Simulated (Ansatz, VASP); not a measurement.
# Cross-check of Si47C48 (C_Si-V_C (Si site 2) axial) between VASP and Ansatz, part 2 of 2

Aim: how closely do two programs agree when they are given the same cell, functional and k mesh? Of the first pair: The structure shown is the start of the Ansatz relaxation below; VASP solves that cell, so the two are compared at the walk's first step.

VASP 6.6.1 and Ansatz 0.2.0.

So far. Step 3 (VASP: single point, PBE, start cell, pair 1): The run ends at a pressure of -1.09 GPa, with forces up to 2.4 eV/Å.

### 6. VASP: single point, PBE, pair 2

Level of this step: PBE, spin-polarised from a ferromagnetic start; plane waves and PAW (Si, C) (VASP).

The same cell, functional, mesh and smearing now go to VASP, with its own data sets.

Input file INCAR:

```
SYSTEM = Si47C48
PREC = Accurate
ENCUT = 520
EDIFF = 1E-06
NELM = 200
ISMEAR = -1
SIGMA = 0.01
LREAL = Auto
ALGO = Normal
GGA = PE
NBANDS = 256
ISPIN = 2
MAGMOM = 0 0 0 0 0 0 0 0 0.01 0 0 0 0 0 0 0.01 0 0.01 0.01 0 0 0 0 0 0 0.01 0 0 0.01 0 0.01 0 0.01 0 0.02 0 0.01 0 0.01 0 0 0 0.01 0.01 0.02 0 0.02 0 0 -0 0 0 0 -0 -0 -0 0 0 0.01 -0 0 0 0 0 0 0.01 -0 0.01 0.01 0 0 0 0.01 0 0 0 0 0 0.01 -0 0.01 0 0.01 0.2 0.01 -0 0.01 0 0 0 -0 0 0 0.01 0.01
LORBIT = 11
LWAVE = .FALSE.
LCHARG = .FALSE.
ISIF = 2
NUPDOWN = 2
LASPH = .TRUE.
GGA_COMPAT = .FALSE.
NCORE = 2
```

Input file POSCAR:

```
Si47C48
1.0
    9.2823771921      5.3591829706      0.0000000000
   -9.2823771921      5.3591829706      0.0000000000
    0.0000000000      0.0000000000     10.1292997616
Si C
47 48
Direct
    0.9987564176      0.9983395081      0.5009031956
    0.1673896909      0.3320961967      0.5009017623
[... 6 atom lines left out ...]
    0.3410169289      0.3346148430      0.7489661600
    0.9990605347      0.9973783347      0.0008547874
[... 1 atom line left out ...]
    0.3325782024      0.1651271063      0.0012722946
[... 6 atom lines left out ...]
    0.9921433271      0.6601811103      0.7489717959
[... 2 atom lines left out ...]
    0.0005964547      0.4991344230      0.0012647480
[... 1 atom line left out ...]
    0.3341223996      0.6649081540      0.0008475086
[... 1 atom line left out ...]
    0.6665903432      0.3348279860      0.4989829640
[... 1 atom line left out ...]
    0.4987421899      0.3312902513      0.2513126784
[... 2 atom lines left out ...]
    0.5020634061      0.1735581618      0.7489770434
[... 1 atom line left out ...]
    0.8310966397      0.3380877356      0.7489717959
[... 1 atom line left out ...]
    0.6665824188      0.3318569434      0.0056555606
[... 1 atom line left out ...]
    0.5022804073      0.4991344230      0.4989574457
[... 1 atom line left out ...]
    0.8308967802      0.6634408599      0.4989829640
[... 1 atom line left out ...]
    0.6665863616      0.6669785947      0.2513126784
    0.8344306577      0.4991344230      0.2513178456
    0.5055365089      0.6636540030      0.7489661600
    0.8276396673      0.8247106842      0.7489770434
    0.4993370137      0.4991344230      0.0056300281
    0.6665855190      0.8331417396      0.0012722946
    0.8338598983      0.6664119025      0.0056555606
[... 3 atom lines left out ...]
    0.9962143616      0.9945153166      0.6879780012
    0.1712110363      0.3333797020      0.6879781200
    0.3319932043      0.1645411241      0.6872264990
[... 5 atom lines left out ...]
    0.3379592364      0.3335729402      0.9379159102
[... 3 atom lines left out ...]
    0.0011850952      0.4991344230      0.6872224519
    0.1619640866      0.8287488087      0.6879852888
    0.3369657573      0.6648891440      0.6879781200
[... 3 atom lines left out ...]
    0.9952141926      0.6622013582      0.9379175498
[... 3 atom lines left out ...]
    0.6665864119      0.3336782387      0.1894585520
[... 1 atom line left out ...]
    0.5008334680      0.0037535293      0.6879780012
    0.6665694008      0.3536655237      0.6882038725
    0.8323497009      0.1695200373      0.6879852888
    0.4991181844      0.3316597204      0.4377118261
[... 2 atom lines left out ...]
    0.5010256047      0.1704967073      0.9379270001
[... 1 atom line left out ...]
    0.8321472574      0.3360674877      0.9379175498
    0.6665717232      0.4991344230      0.7016045010
    0.5011396262      0.4991344230      0.1894415396
[... 1 atom line left out ...]
    0.8320425962      0.6645906072      0.1894585520
    0.5211074417      0.4991344230      0.6881731149
    0.6665865032      0.8337277218      0.6872264990
    0.8120383001      0.6446033223      0.6882038725
[... 1 atom line left out ...]
    0.6665928870      0.6666091256      0.4377118261
    0.8340715590      0.4991344230      0.4377250201
    0.5035207192      0.6646959057      0.9379159102
    0.8296633204      0.8277721386      0.9379270001
```

Input file KPOINTS:

```
Automatic mesh
0
Gamma
1 1 1
0 0 0
```

The projector-augmented-wave data sets are Si and C (PBE family, release 64).

The run is started by

```
$ mpirun -np 8 vasp_gam
```

Numbers of over 12 decimals in the logs are rounded to 6 here.

What it wrote:

```text
[... set-up lines as in an earlier step ...]
 entering main loop
       N       E                     dE             d eps       ncg     rms          rms(c)
DAV:   1     0.227671347228E+04    0.22767E+04   -0.19723E+05  1024   0.142E+03
DAV:   2    -0.537371182269E+03   -0.28141E+04   -0.26436E+04  1360   0.282E+02
DAV:   3    -0.786676634269E+03   -0.24931E+03   -0.24593E+03  1232   0.814E+01
DAV:   4    -0.793517179883E+03   -0.68405E+01   -0.67990E+01  1248   0.150E+01
[...]
DAV:  16    -0.709856190407E+03    0.76286E-06   -0.48838E-05  1280   0.126E-02    0.115E-02
DAV:  17    -0.709856196527E+03   -0.61204E-05   -0.32706E-05  1136   0.919E-03    0.147E-02
DAV:  18    -0.709856197153E+03   -0.62567E-06   -0.27472E-06  1008   0.253E-03
   1 F= -.70985620E+03 E0= -.70984941E+03  d E =-.135676E-01  mag=     2.0000
```

Parts of OUTCAR (step 6):

```text
  FREE ENERGIE OF THE ION-ELECTRON SYSTEM (eV)
  ---------------------------------------------------
  free  energy   TOTEN  =      -709.8561971528 eV

  energy  without entropy=     -709.8426295441  energy(sigma->0) =     -709.84941335

 magnetization (x)
# of ion       s       p       d       tot
------------------------------------------
    1        0.001   0.001   0.000   0.002
    2        0.001   0.001   0.000   0.002
    3        0.000   0.002   0.000   0.002
    4        0.000   0.002   0.000   0.002
    5        0.000   0.002   0.000   0.002
    6        0.001   0.002   0.000   0.002
    7        0.001   0.002   0.000   0.002
    8        0.000   0.001   0.000   0.001
    9        0.002   0.006   0.000   0.007
   10        0.000   0.003   0.000   0.004
   11        0.000   0.003   0.000   0.003
   12        0.002   0.001   0.000   0.003
   13        0.000   0.002   0.000   0.002
[...]
--------------------------------------------------
tot          0.183   0.535   0.000   0.718
```

The run ends at a pressure of -1.83 GPa, with forces up to 0.63 eV/Å.

### 7. Comparison

What differs besides the data sets and the points named for the pairs above, as far as they apply: VASP starts from the moments at which Ansatz ended; site moments are counted in spheres of each program's own size. Total energies have different zeros and are not compared.

The two programs side by side:

| quantity | Ansatz | VASP | difference |
| --- | --- | --- | --- |
| total moment, fixed by the input (μB) | 2.00 | 2.00 | 0.00 |
| moment on C84 (μB) | 0.20 | 0.25 | -0.04 |

Forces on 7 of the 95 atoms, those with the largest forces and the largest differences (eV/Å; atoms numbered as in POSCAR):

| atom | Ansatz x, y, z | VASP x, y, z |
| --- | --- | --- |
| Si35 | -0.527, 0.265, 0.041 | -0.562, 0.187, 0.039 |
| Si45 | 0.524, 0.301, 0.048 | 0.547, 0.316, 0.056 |
| Si47 | -0.035, -0.589, 0.043 | -0.119, -0.580, 0.039 |
| C59 | -0.255, -0.197, -0.143 | -0.250, -0.194, -0.136 |
| C81 | 0.267, -0.210, -0.151 | 0.294, -0.237, -0.163 |
| C94 | -0.298, -0.123, -0.144 | -0.293, -0.120, -0.136 |
| C95 | -0.048, 0.337, -0.151 | -0.059, 0.373, -0.163 |

The forces differ by 11 meV/Å r.m.s., which is 10.1 % of the r.m.s. force of 0.107 eV/Å (both taken over all components).

### 8. Ansatz: single point, PBE, pair 3

With cell and atoms fixed, the geometry can't cause a difference; cores, projectors, grids and the points listed under the comparison can.

The cell is taken from a series of runs on this material, whose earlier steps may have relaxed, scaled, displaced or heated it; both programs get it as it stands.

Input file input.yaml:

```yaml
crystal:
  checkpoint: "../q0_M2.relax_smeared.run"
  host: checkpoint
basis:
  ecutwfc: 420
  xc_grid: 2
hamiltonian:
  xc: pbe
kpoints:
  mp_grid: { grid: [1, 1, 1] }
magnetization:
  spin_polarized: true
  initial_magnetization: 2
  spin_locking: { lock_magnetization: hard }
scf:
  occupations: { method: fermi_dirac, width: 0.01 }
  max_iter: 60
output:
  forces: true
  eigenvalues: true
  charged_corrections:
    epsilon: [7.02, 7.02, 7.32]
    static_epsilon: [10.34, 10.34, 11.03]
    defect_position: [0.666667, 0.5, 0.843921]
  eigenstates: { localisation: true }
  populations: true
  efg: {}
  band_densities: [{ bands: [v1, v1] }, { bands: [c1, c1] }]
  write_density: true
  write_potential: true
  volumetric_format: npy
checkpoint:
  read: "../q0_M2.relax_smeared.run"
  write: "../q0_M2.point.run"
  compress: false
  write_wavefunctions: false
  write_every: 100000
```

The run is started by

```
$ ansatz run input.yaml --threads 4 --pin off --max-ram 9420MiB --backend cpu --events-out ev --progress --plain --runs-dir out
```

What it wrote:

```text
[...]
Crystal: 95 atoms, lattice volume = 1007.783 Å³
Basis set: ecut = 420 eV, 19671 PW (Γ), exchange–correlation on 144×144×144 points (8 copies of the dense FFT grid, shifted against one another)
Bands: 286, of which v1, the nominal top of the filled ones, is band 190 counted from 1 (189 counted from 0)
Symmetry: 1 space group operations
[...]
k-points: 1
[...]
7     Si      2.9574     0.0021
[...]
91      C      4.9845     0.0013
    92      C      4.9899     0.0055
    93      C      4.9558     0.0237
    94      C      4.9376     0.0166
  spilling = 0.009762 (of n_electrons = 380.000000)
--- Band densities, each state counted as filled ---
  window                                       electrons  max residual (eV)  cut levels
  bands: [v1, v1]                    1.000000 + 1.000000             5.8e-6           0
  bands: [c1, c1]                    1.000000 + 1.000000             7.3e-6           0
[key lines of the parts left out:]
SCF converged after 2 iterations
Magnetization: 2.0000 μB (191.0000 up, 189.0000 down)
```

### 9. VASP: single point, PBE, pair 3

The same cell, functional, mesh and smearing now go to VASP, with its own data sets.

Input file INCAR:

```
SYSTEM = Si47C48
PREC = Accurate
ENCUT = 520
EDIFF = 1E-06
NELM = 200
ISMEAR = -1
SIGMA = 0.01
LREAL = Auto
ALGO = Normal
GGA = PE
NBANDS = 256
ISPIN = 2
MAGMOM = 0 0 0 0 0 0 0 0 0.01 0 0 0 0 0 0 0 0 0.01 0 0 0 0 0 0 0 0.01 0 0 0 0 0 0 0 0 0.02 0 0.01 0 0.01 0 0 0 0.01 0 0.08 0 0.02 0 0 0 0 -0 0 -0 -0 -0 0.01 0 0.02 0 0 0 0 0 -0 0.01 -0 0.02 0.03 -0 0.01 0 0.01 0 0 0 0 0 0.01 -0 0.01 0 0.03 0.2 0.02 0 0.01 0 0 0 -0 0 0 0.02 0.01
LORBIT = 11
LWAVE = .FALSE.
LCHARG = .FALSE.
ISIF = 2
NUPDOWN = 2
LASPH = .TRUE.
GGA_COMPAT = .FALSE.
NCORE = 2
```

Input file POSCAR:

```
Si47C48
1.0
    9.2823771921      5.3591829706      0.0000000000
   -9.2823771921      5.3591829706      0.0000000000
    0.0000000000      0.0000000000     10.1292997616
Si C
47 48
Direct
    0.9983732227      0.9993492543      0.5007743458
    0.1666442163      0.3333803705      0.5011588614
[... 6 atom lines left out ...]
    0.3404051457      0.3360175276      0.7498463633
    0.9975088300      0.9948255892      0.0002793738
[... 1 atom line left out ...]
    0.3346419755      0.1688060612      0.0004112449
[... 6 atom lines left out ...]
    0.9934797288      0.6619819486      0.7494252453
[... 2 atom lines left out ...]
    0.0014660042      0.5006049417      0.0000553085
[... 3 atom lines left out ...]
    0.6666996115      0.3365082136      0.4987809483
[... 1 atom line left out ...]
    0.4990375263      0.3338217281      0.2503460116
[... 2 atom lines left out ...]
    0.5031159500      0.1765401094      0.7500993163
[... 1 atom line left out ...]
    0.8321255029      0.3391874789      0.7494080218
    0.5032609905      0.0063702828      0.0002927862
    0.6777980422      0.3509776663      0.0038378345
[... 1 atom line left out ...]
    0.5017025214      0.5006070472      0.4991966887
[... 1 atom line left out ...]
    0.8307694212      0.6646760524      0.4987665058
[... 1 atom line left out ...]
    0.6657913726      0.6673383871      0.2503463791
    0.8338563166      0.5005726360      0.2509925996
    0.5049630037      0.6652357401      0.7498238280
    0.8271698743      0.8246766698      0.7500897806
    0.4975088230      0.5009020586      0.0055071465
    0.6664354260      0.8324536440      0.0003933000
    0.8268125074      0.6498888186      0.0037545803
[... 3 atom lines left out ...]
    0.9958391305      0.9952489487      0.6879735915
    0.1705621392      0.3343560041      0.6880863497
    0.3322016156      0.1662893888      0.6872635855
[... 5 atom lines left out ...]
    0.3343025986      0.3344641701      0.9375790427
[... 3 atom lines left out ...]
    0.0015641699      0.5005956991      0.6866223883
    0.1624859109      0.8306642149      0.6873262452
    0.3367792831      0.6668543511      0.6880630563
[... 3 atom lines left out ...]
    0.0000174584      0.6655784482      0.9370514883
[... 3 atom lines left out ...]
    0.6667119117      0.3359710483      0.1894838016
[... 1 atom line left out ...]
    0.5011759953      0.0059446945      0.6879999572
    0.6673190270      0.3553632331      0.6877714218
    0.8324454047      0.1705151153      0.6873299848
    0.4989794057      0.3333514575      0.4376732135
[... 2 atom lines left out ...]
    0.5065101738      0.1792109288      0.9385348052
[... 1 atom line left out ...]
    0.8352064746      0.3354849018      0.9370218600
    0.6669806169      0.5006182516      0.7017298666
    0.4983360879      0.5005809303      0.1912448758
[... 1 atom line left out ...]
    0.8312175738      0.6650849807      0.1894244409
    0.5210899983      0.5006193337      0.6884973588
    0.6665072067      0.8349200454      0.6872423501
    0.8125364451      0.6458362692      0.6877528720
[... 1 atom line left out ...]
    0.6662208514      0.6678496834      0.4376695487
    0.8341924548      0.5005892995      0.4377987816
    0.5003134475      0.6669863342      0.9375316159
    0.8278719256      0.8220314867      0.9385109706
```

KPOINTS is that of step 6.

The run is started by

```
$ mpirun -np 8 vasp_gam
```

What it wrote:

```text
[... set-up lines as in an earlier step ...]
 entering main loop
       N       E                     dE             d eps       ncg     rms          rms(c)
DAV:   1     0.227434690065E+04    0.22743E+04   -0.19721E+05  1024   0.142E+03
DAV:   2    -0.532131932048E+03   -0.28065E+04   -0.26305E+04  1336   0.282E+02
DAV:   3    -0.786570075496E+03   -0.25444E+03   -0.25099E+03  1248   0.816E+01
DAV:   4    -0.793454178331E+03   -0.68841E+01   -0.68518E+01  1240   0.150E+01
[...]
DAV:  16    -0.710112102111E+03   -0.33095E-05   -0.14814E-06   768   0.254E-03    0.296E-03
DAV:  17    -0.710112103297E+03   -0.11859E-05   -0.57666E-07   616   0.148E-03    0.163E-03
DAV:  18    -0.710112103281E+03    0.15512E-07   -0.10574E-07   608   0.692E-04
   1 F= -.71011210E+03 E0= -.71011210E+03  d E =-.526542E-12  mag=     2.0000
```

From OUTCAR (step 9):

```text
  FREE ENERGIE OF THE ION-ELECTRON SYSTEM (eV)
  ---------------------------------------------------
  free  energy   TOTEN  =      -710.1121032812 eV

  energy  without entropy=     -710.1121032812  energy(sigma->0) =     -710.11210328

 magnetization (x)
# of ion       s       p       d       tot
------------------------------------------
    1        0.000   0.000   0.000   0.000
    2        0.000   0.000   0.000   0.001
    3        0.000   0.001   0.000   0.002
    4        0.000   0.000   0.000   0.000
    5        0.000   0.001   0.000   0.001
    6        0.000   0.000   0.000   0.000
    7        0.001   0.001   0.000   0.002
    8        0.000   0.000   0.000   0.000
    9        0.002   0.006   0.000   0.008
   10       -0.000   0.000   0.000  -0.000
   11        0.003   0.003   0.000   0.006
   12        0.002   0.001   0.000   0.003
   13        0.000   0.001   0.000   0.002
[...]
--------------------------------------------------
tot          0.171   0.673   0.000   0.844
```

The run ends at a pressure of -2.01 GPa, with forces up to 0.029 eV/Å.

### 10. Differences

Both answers:

| quantity | Ansatz | VASP | difference |
| --- | --- | --- | --- |
| total moment, fixed by the input (μB) | 2.00 | 2.00 | 0.00 |
| moment on C84 (μB) | 0.20 | 0.25 | -0.05 |
| moment on Si45 (μB) | 0.08 | 0.16 | -0.07 |

At this near-relaxed geometry the largest component of a force difference is 27 meV/Å.

### 11. Summary of results

* r.m.s. force difference (single point, PBE, start cell, pair 1): 0.47 % of the r.m.s. force
* r.m.s. force difference (single point, PBE, pair 2): 11 meV/Å
* difference in moment on Si45 (single point, PBE, pair 3): -0.074 μB

The r.m.s. force difference is 11 meV/Å (single point, PBE, pair 2), within the 12 meV/Å picked in this series as the mark of a large difference. 3 further runs of this series are not shown here. How closely two codes agree says nothing of how well the functional describes the real material.

[Lines on the potential files, build, host, timing and source positions are cut from VASP's logs without a mark.]

[Logs are printed without paths, hosts, clocks, repeated set-up lines and the standing remarks that a program may print on its own settings, such as how far it seeks lower states.]

[Hosts, paths, dates, database ids (printed as entryN), source tags and the programs' standing remarks are cut or masked in the printed files.]
